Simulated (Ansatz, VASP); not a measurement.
PbS (Galena) in VASP and in Ansatz

```xyz
8
Lattice="4.1942 0.0000 0.0000 0.0000 4.1942 0.0000 0.0000 0.0000 22.8972" Properties=species:S:1:pos:R:3 pbc="T T T"
Pb    0.0000    0.0000    7.0000
Pb    2.0971    2.0971    9.9658
Pb    0.0000    0.0000   13.0929
Pb    2.0971    2.0971   15.8990
S     2.0971    2.0971    7.0000
S     0.0000    0.0000    9.9658
S     2.0971    2.0971   13.1160
S     0.0000    0.0000   15.8914
```

Alike in both runs: functional r2SCAN; dispersion D3(BJ); k mesh 3 × 3 × 1; occupations methfessel-paxton of order 1, width 0.1 eV; no spin polarisation.

Ansatz relaxed the structure, and its values are those at the end. VASP's run is a single point on that final structure, the one shown.

|  | VASP | Ansatz |
| --- | --- | --- |
| version | VASP 6.6.1 | Ansatz 0.2.0 |
| potentials or method | VASP PAW PBE potentials, release 64 (Pb_d, S) | plane waves, PAW |
| plane-wave cutoff (eV) | 520 | 500 |
| valence electrons in the cell | 80 | 80 |

Ansatz gave:

```
gap on the k mesh at the Fermi level (eV) : 2.14
rms of the force components (eV/Å)        : 0.163
dispersion energy (meV/atom)              : -124.5
```

Problem. Which values does VASP return?

Solution. gap on the k mesh at the Fermi level (eV): 2.14; rms of the force components (eV/Å): 0.161; dispersion energy (meV/atom): -124.5.

Ansatz warned: «dispersion_damping_borrowed».

Caveats: the k mesh is coarse (spacing up to 0.50 Å⁻¹), so the values aren't converged; the PAW data sets were made with another functional, which shifts forces and pressure a little (VASP); spin-orbit coupling is left out, which as a rule narrows the gap of such compounds by several tenths of an eV.
